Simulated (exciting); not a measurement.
Write the native input for exciting (release sodium) that does the following.

| Item | Value |
| --- | --- |
| Task | single point |
| Functional | PBE |
| Potentials or basis | all-electron LAPW+lo, shipped species files, valence relativity iora* |
| rgkmax | 9 |
| k mesh | 11 × 11 × 11 |
| Occupations | gaussian, width 0.017 eV |
| Spin | no spin polarisation |
| outputlevel | normal |
| gmaxvr (cutoff of density and potential) | 14 1/bohr |
| lmaxapw (and lmaxmat) | 10 |
| lmaxvr | 8 |
| nempty | 12 |
| Valence relativity | iora* |
| epsengy | 1e-05 Ha |
| epspot | 1e-05 Ha |
| maxscl | 60 |
| Muffin-tin radii | Au 2.3 bohr |

Crystal: Au.

```
Au
1.0
     0.00000    2.03500    2.03500
     2.03500    0.00000    2.03500
     2.03500    2.03500    0.00000
Au
1
Direct
  0.00000 0.00000 0.00000
```

One way to write it, as run:

input.xml

```xml
<input>
  <title>Au</title>
  <structure speciespath="./" tshift="false">
    <crystal scale="1">
      <basevect>0.000000000000 3.845592663613 3.845592663613</basevect>
      <basevect>3.845592663613 0.000000000000 3.845592663613</basevect>
      <basevect>3.845592663613 3.845592663613 0.000000000000</basevect>
    </crystal>
    <species speciesfile="Au.xml" rmt="2.3">
      <atom coord="0.000000000000 0.000000000000 0.000000000000"/>
    </species>
  </structure>
  <groundstate do="fromscratch" ngridk="11 11 11" rgkmax="9" gmaxvr="14" lmaxapw="10" lmaxmat="10" lmaxvr="8" xctype="GGA_PBE" stype="Gaussian" swidth="0.00062474" nempty="12" ValenceRelativity="iora*" epsengy="1e-05" epspot="1e-05" maxscl="60" tforce="true" outputlevel="normal"/>
</input>
```

Potentials or basis: all-electron LAPW+lo, shipped species files, valence relativity iora*.

Run with:

```sh
$ OMP_NUM_THREADS=1 exciting_smp
```

It gave:

```yaml
Band_gap_on_the_k_mesh: none (metal or under the smearing width)
All_electrons_inside_the_program's_atomic_spheres: Au 76.79 (radii Au 2.3 bohr)
```

Caveat: the basis of Au and Ba changes in steps between geometries, so energy differences can be off by several meV.

It took 42 s on 1 thread of Arm Neoverse V2, on a shared host, peak memory 0.1 GiB.
